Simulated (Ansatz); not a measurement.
**InSb: single points about a listed cell**

A set of self-consistent runs on InSb under swapped elements, other functionals, to map its energy surface near the listed cell.

Method: DFT PBEsol, scalar-relativistic, plane waves, PAW, unless a step's input says otherwise, in Ansatz 0.2.0.

## (1) The structure to begin with

The structure is cubic, space group Pm-3m (No. 221). The conventional cell has a = 3.808 Å, b = 3.808 Å, c = 3.808 Å, α = 90.00°, β = 90.00°, γ = 90.00°. Around In (site symmetry m-3m) lie 8 Sb at 3.30 Å. Around Sb (site symmetry m-3m) lie 8 In at 3.30 Å.

Coordinates:

```cif
data_structure
_symmetry_space_group_name_H-M 'Pm-3m'
_symmetry_Int_Tables_number 221
_cell_length_a 3.8077
_cell_length_b 3.8077
_cell_length_c 3.8077
_cell_angle_alpha 90.000
_cell_angle_beta 90.000
_cell_angle_gamma 90.000
_cell_volume 55.20
loop_
_atom_site_label
_atom_site_type_symbol
_atom_site_symmetry_multiplicity
_atom_site_Wyckoff_symbol
_atom_site_fract_x
_atom_site_fract_y
_atom_site_fract_z
_atom_site_occupancy
In1 In 1 a 0.00000 0.00000 0.00000 1
Sb1 Sb 1 b 0.50000 0.50000 0.50000 1
```

The structure comes from the Materials Project (structure only).

## (2) Substitution of an element, cell strained: In → Ga, first probe

The change: Ga takes all sites of In, and lengths are scaled by 0.957 as a first guess of the size; strain xx, yy, zz, yz, xz, xy = +4.8, +4.8, +4.8, +0.0, +0.0, +0.0 %.

input.yaml reads:

```yaml
crystal:
  lattice:
    - [3.8200463815, 0.0, 0.0]
    - [0.0, 3.8200463815, 0.0]
    - [0.0, 0.0, 3.8200463815]
  atoms:
    - { symbol: Ga, position: [0.0, 0.0, 0.0] }
    - { symbol: Sb, position: [0.5, 0.5, 0.5] }
basis:
  ecutwfc: 420
kpoints:
  mp_grid: { grid: [6, 6, 6] }
hamiltonian:
  xc: pbesol
scf:
  occupations: { method: gaussian, width: 0.1 }
output:
  forces: true
  stress: true
  eigenvalues: true
```

## (3) Substitution of an element, cell strained: In → Ga

input.yaml: that of step 2 with these lines changed.

```diff
@@ -11,3 +11,3 @@
 kpoints:
-  mp_grid: { grid: [6, 6, 6] }
+  mp_grid: { grid: [12, 12, 12] }
 hamiltonian:
```

## (4) Functional and cell changed: LDA

input.yaml reads:

```yaml
crystal:
  lattice:
    - [3.9645653389, 0.0, 0.0]
    - [0.0, 3.9645653389, 0.0]
    - [0.0, 0.0, 3.9645653389]
  atoms:
    - { symbol: In, position: [0.0, 0.0, 0.0] }
    - { symbol: Sb, position: [0.5, 0.5, 0.5] }
basis:
  ecutwfc: 420
kpoints:
  mp_grid: { grid: [12, 12, 12] }
hamiltonian:
  xc: lda
scf:
  occupations: { method: gaussian, width: 0.1 }
output:
  forces: true
  stress: true
  eigenvalues: true
```

**Question.** What will these runs give? Wanted: for each run, case; energy; pressure; largest force.

As calculated:

```
step                                                case  energy (meV/atom)  pressure (GPa)  largest force (eV/Å)  gap on the mesh (eV)
   3  substitution of an element, cell strained: In → Ga                n/a            -8.0                  0.00                  0.00
   4                    functional and cell changed: LDA                n/a            -7.5                  0.00                  0.00
```

Other atoms or functionals have another zero of energy (n/a). A gap of 0.00 means none on the mesh at this level.

Spin-orbit coupling is left out for Sb.
